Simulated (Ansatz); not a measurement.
# Al(111) / 1 layer Ti(0001) / Al(111): resistance against film thickness, part 2 of 2

Wanted: interface resistance and thickness dependence for Al(111) / 1 layer Ti(0001) / Al(111).

Ansatz 0.2.0; Ansatz plane-wave DFT, PBE, PAW files; ballistic transport by layer matching (Landauer), zero bias; PAW set soft_1 (the session's first sound run).

So far. Step 5 (With 7 layers, k-mesh 15×15×1, film layers 7): The conductance of the junction is 2.5e14 S/m², 14 % under the 2.9e14 S/m² of the last finished run, no more than the error estimates, leads' steps apart, of 10 and 9.2 % together. The estimate from the leads' steps, 17 %, is larger still.

### 6. With 9 layers, k-mesh 15×15×1, film layers 9

The stack now holds 9 film layers; the k-mesh follows the cell, and the energies span -0.27 to 0.27 eV.

System of this step: Al(111) / 9 layers Ti(0001) / Al(111). The cell holds 17 atoms: 8 Al and 9 Ti. Cell: a = 2.862 Å, b = 2.862 Å, c = 41.095 Å, α = 90.0°, β = 90.0°, γ = 120.0°. It derives from Al and Ti. Regions: lead, 8 atoms (8 Al); films, 9 atoms (9 Ti). The structure is stacked along c, and the current runs across the ab planes.

File input.yaml:

```yaml
crystal:
  lattice:
    - [2.862347037, 0.0, 0.0]
    - [-1.4311735185, 2.4788652485, 0.0]
    - [0.0, 0.0, 41.0950311887]
  atoms:
    - { symbol: Al, position: [0.0, 0.0, 0.0284352694] }
    - { symbol: Al, position: [0.3333333333, 0.6666666667, 0.0853058083] }
    - { symbol: Al, position: [0.6666666667, 0.3333333333, 0.1421763472] }
    - { symbol: Al, position: [0.0, 0.0, 0.1990468861] }
    - { symbol: Ti, position: [0.3333333333, 0.6666666667, 0.257761916] }
    - { symbol: Ti, position: [0.6666666667, 0.3333333333, 0.318321437] }
    - { symbol: Ti, position: [0.3333333333, 0.6666666667, 0.378880958] }
    - { symbol: Ti, position: [0.6666666667, 0.3333333333, 0.439440479] }
    - { symbol: Ti, position: [0.3333333333, 0.6666666667, 0.5] }
    - { symbol: Ti, position: [0.6666666667, 0.3333333333, 0.560559521] }
    - { symbol: Ti, position: [0.3333333333, 0.6666666667, 0.621119042] }
    - { symbol: Ti, position: [0.6666666667, 0.3333333333, 0.681678563] }
    - { symbol: Ti, position: [0.3333333333, 0.6666666667, 0.742238084] }
    - { symbol: Al, position: [0.6666666667, 0.3333333333, 0.8009531139] }
    - { symbol: Al, position: [0.0, 0.0, 0.8578236528] }
    - { symbol: Al, position: [0.3333333333, 0.6666666667, 0.9146941917] }
    - { symbol: Al, position: [0.6666666667, 0.3333333333, 0.9715647306] }
kpoints:
  mp_grid: { grid: [15, 15, 1] }
hamiltonian:
  xc: pbe
  pseudopotentials: { kind: paw, azcp: { folder: soft_1 } }
scf:
  occupations: { method: fermi_dirac, width: 0.1 }
output:
  transmission:
    leads: [[0, 1]]
    kmesh: [30, 30]
    e_range: [-0.27, 0.27]
    de: 0.036
  write_potential: true
  write_density: true
  volumetric_format: npy
```

On the command line:

```bash
> ansatz run input.yaml --threads 4 --pin off --max-ram 15360MiB --backend cpu --events-out ev --progress --plain --runs-dir out
```

Wall time 58 s (4 threads of Intel Xeon Platinum 8488C (Sapphire Rapids), shared host); peak memory 1.1 GiB; 3.6 min of CPU time.

This step gave:

```
free energy                                                                : -26797.3619 eV
energy at zero smearing                                                    : -26797.1101 eV
Fermi energy                                                               : 10.63 eV
step of the lead's potential                                               : 7.6 meV
lead conductance per cell                                                  : 1.348 G₀
conductance of the junction                                                : 1.68e14 S/m²
junction conductance per cell                                              : 0.1540 G₀
estimated errors of the junction's conductance                             : 0.2, 0, 14.8, 22.6, 0 % (energy step, band edges, k-mesh, leads' steps, distance from neutral)
area resistance that the stack adds (contact term taken off, spin by spin) : 5.268 fΩ m²
```

Per spin. Transmission, zone mean against energy, zero at the Fermi level:

| energy (eV) | transmission, zone mean |
| --- | --- |
| -0.270 | 0.198 |
| -0.234 | 0.149 |
| -0.198 | 0.143 |
| -0.162 | 0.155 |
| -0.126 | 0.175 |
| -0.090 | 0.230 |
| -0.054 | 0.180 |
| -0.018 | 0.127 |
| 0.018 | 0.134 |
| 0.054 | 0.167 |
| 0.090 | 0.192 |
| 0.126 | 0.303 |
| 0.162 | 0.294 |
| 0.198 | 0.280 |
| 0.234 | 0.284 |
| 0.270 | 0.363 |

The conductance of the junction is 1.7e14 S/m², 33 % under the 2.5e14 S/m² of the last finished run.

### 7. Cost and result by level

Times are for 4 threads of Intel Xeon Platinum 8488C (Sapphire Rapids), shared host. The series side by side:

| no. | film layers | area resistance that the stack adds (contact term taken off, spin by spin) (fΩ m²) | conductance of the junction (S/m²) | time | memory (GiB) |
| --- | --- | --- | --- | --- | --- |
| 1 | 1 | 1.406 | 4.79e14 | 45 s | 0.58 |
| 2 | 3 | 2.124 | 3.57e14 | 27 s | 0.60 |
| 3 | 5 | 2.779 | 2.89e14 | 36 s | 0.78 |
| 4 | 7 | 3.332 | 2.49e14 | 45 s | 0.94 |
| 5 | 9 | 5.268 | 1.68e14 | 58 s | 1.1 |

### 8. With 3 layers

A repeat with a changed input, to see how far the result depends on it.

This step: Ansatz plane-wave DFT, PBE, PAW files; ballistic transport by layer matching (Landauer), zero bias; changed: output.transmission.e_range = [-3, 3], output.transmission.de = 0.035, output.transmission.kmesh = [45, 45]; PAW set soft_1 (Ansatz 0.2.0).

System of this step: Al(111) / 3 layers Ti(0001) / Al(111). The cell holds 11 atoms: 8 Al and 3 Ti. Cell: a = 2.862 Å, b = 2.862 Å, c = 26.163 Å, α = 90.0°, β = 90.0°, γ = 120.0°. It derives from Al and Ti. Regions: lead, 8 atoms (8 Al); films, 3 atoms (3 Ti). The structure is stacked along c, and the current runs across the ab planes.

File input.yaml:

```yaml
crystal:
  lattice:
    - [2.862347037, 0.0, 0.0]
    - [-1.4311735185, 2.4788652485, 0.0]
    - [0.0, 0.0, 26.1628587651]
  atoms:
    - { symbol: Al, position: [0.0, 0.0, 0.044664396] }
    - { symbol: Al, position: [0.3333333333, 0.6666666667, 0.133993188] }
    - { symbol: Al, position: [0.6666666667, 0.3333333333, 0.22332198] }
    - { symbol: Al, position: [0.0, 0.0, 0.3126507721] }
    - { symbol: Ti, position: [0.3333333333, 0.6666666667, 0.4048767787] }
    - { symbol: Ti, position: [0.6666666667, 0.3333333333, 0.5] }
    - { symbol: Ti, position: [0.3333333333, 0.6666666667, 0.5951232213] }
    - { symbol: Al, position: [0.6666666667, 0.3333333333, 0.6873492279] }
    - { symbol: Al, position: [0.0, 0.0, 0.77667802] }
    - { symbol: Al, position: [0.3333333333, 0.6666666667, 0.866006812] }
    - { symbol: Al, position: [0.6666666667, 0.3333333333, 0.955335604] }
kpoints:
  mp_grid: { grid: [15, 15, 1] }
hamiltonian:
  xc: pbe
  pseudopotentials: { kind: paw, azcp: { folder: soft_1 } }
scf:
  occupations: { method: fermi_dirac, width: 0.1 }
output:
  transmission: { leads: [[0, 1]], kmesh: [45, 45], e_range: [-3, 3], de: 0.035 }
  write_potential: true
  write_density: true
  volumetric_format: npy
```

The job ended after 5.6 min (4 threads; peak memory 0.77 GiB; 22 min of CPU time).

This step gave:

```
free energy                                                                : -11799.4615 eV
energy at zero smearing                                                    : -11799.3388 eV
Fermi energy                                                               : 9.277 eV
step of the lead's potential                                               : 4.9 meV
estimated errors of the lead's conductance                                 : 0, 0 % (the terms that the log lists; one has no estimate)
lead conductance per cell                                                  : 1.345 G₀
conductance of the junction                                                : 3.57e14 S/m²
junction conductance per cell                                              : 0.3268 G₀
estimated errors of the junction's conductance                             : 0.2, 0, 5.1, 0 % (the terms that the log lists; one has no estimate)
area resistance that the stack adds (contact term taken off, spin by spin) : 2.121 fΩ m²
```

Per spin. The transmission, zone mean by energy, zero at the Fermi level:

energy (eV), transmission, zone mean and a bar from the least value:
```
  -3.0000      0.262 ##
  -2.7550      0.295 ####
  -2.5100      0.351 ########
  -2.2650      0.419 #############
  -2.0900      0.483 ##################
  -1.9850      0.452 ###############
  -1.7400      0.312 #####
  -1.4950      0.242 
  -1.2500      0.284 ###
  -1.0050      0.300 ####
  -0.7600      0.339 #######
  -0.5150      0.534 #####################
  -0.4450      0.580 #########################
  -0.2350      0.370 #########
   0.0100      0.330 #######
   0.1850      0.465 ################
   0.2550      0.425 #############
   0.5000      0.412 #############
   0.7100      0.424 #############
   0.7450      0.418 #############
   0.9900      0.322 ######
   1.2350      0.304 #####
   1.4100      0.376 ##########
   1.5150      0.337 #######
   1.7600      0.313 #####
   2.0050      0.364 #########
   2.2500      0.444 ###############
   2.4950      0.525 #####################
   2.7400      0.650 ##############################
```

With the changed settings the conductance of the junction moves by 0.076 % from the earlier run's 3.6e14 S/m².

### 9. Outcome

```yaml
area_resistance_1_layer: 1.41 fΩ m²
area_resistance_3_layers: 2.12 fΩ m²
area_resistance_5_layers: 2.78 fΩ m²
area_resistance_7_layers: 3.33 fΩ m²
area_resistance_9_layers: 5.27 fΩ m²
```

The stack adds 1.4 fΩ m² with 1 layer and 5.3 fΩ m² with 9. From 3 to 9 layers it grows by 148 %; nothing scatters inside a perfect film, so this is no ohmic growth, and the error estimates, with the leads' steps, cover part of it. Atoms sit on ideal sites and aren't relaxed. The program's error estimates for the conductances, leads' steps apart, run from 8 to 15 %. The program's estimate of the error from the leads' steps alone runs to 23 %, although the steps are small; only longer leads would test it. Ti(0001) is compressed by 3.0 % in plane to fit Al(111).

[Logs are printed without paths, hosts, clocks, repeated set-up lines and the standing remarks that a program may print on its own settings, such as how far it seeks lower states.]

[Hosts, paths, dates, database ids (printed as entryN), source tags and the programs' standing remarks are cut or masked in the printed files.]
